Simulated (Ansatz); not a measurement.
Fe (Fmmm): couplings from the magnetic force theorem

```
Fe
1.0
     0.00000    3.88348    0.00000
    -2.99688    0.00000    0.00000
    -1.49844    1.94174    3.93021
Fe
4
Cartesian
  0.0000 0.0000 0.0000
  -1.4984 1.9417 0.0000
  -2.9969 1.9417 1.9651
  -1.4984 3.8835 1.9651
```

The geometry is a structure from the Materials Project, repeated to hold the magnetic orders, held fixed and not relaxed.

Settings: PBE, 11×11×11 k mesh, Fermi–Dirac smearing of 0.05 eV. PAW means Ansatz 0.2.0 on its default frozen-core files. Site moments are integrated in spheres about the atoms. Start moments (μB): Fe1 1.9, Fe2 1.9, Fe3 -1.9, Fe4 -1.9.

Site moments (μB): Fe1 1.88, Fe2 1.88, Fe3 -1.88, Fe4 -1.88. Cell moment 0.00 μB.

Couplings come from the force theorem (directions of the magnetic atoms constrained, all else relaxed) on a 11×11×11 mesh, with E = −Σ J e_i·e_j over ordered pairs of unit vectors, so positive J favours parallel moments.

```
                   pair  count  J PAW (meV)
       Fe1–Fe at 2.45 Å      4       +12.90
       Fe1–Fe at 2.47 Å      4       +24.89
       Fe1–Fe at 2.76 Å      4        -6.20
       Fe1–Fe at 3.00 Å      2        +5.66
       Fe1–Fe at 3.88 Å      2        +3.54
       Fe1–Fe at 3.93 Å      2        +3.08
       Fe1–Fe at 4.08 Å      8        +0.12
       Fe1–Fe at 4.60 Å      8        +0.48
       Fe1–Fe at 4.63 Å      8        -1.70
       Fe1–Fe at 4.90 Å      4        +1.33
Fe1–Fe at 4.91 Å, set 1      4        -2.81
Fe1–Fe at 4.91 Å, set 2      4        +1.25
```

Pairs at one distance with different couplings are listed as sets.

The program reports that this state isn't the lowest of its own couplings.

The couplings come from one mesh, and their convergence in k wasn't tested.

They shouldn't be read as transferable Heisenberg parameters: they are taken about a state that they themselves reject, with itinerant moments.

The Ansatz runs typed with the search for lower states off end where their start leads. The magnetic state is the one that this cell and start allow. It needn't be the compound's measured order, which may need a larger cell or be absent.
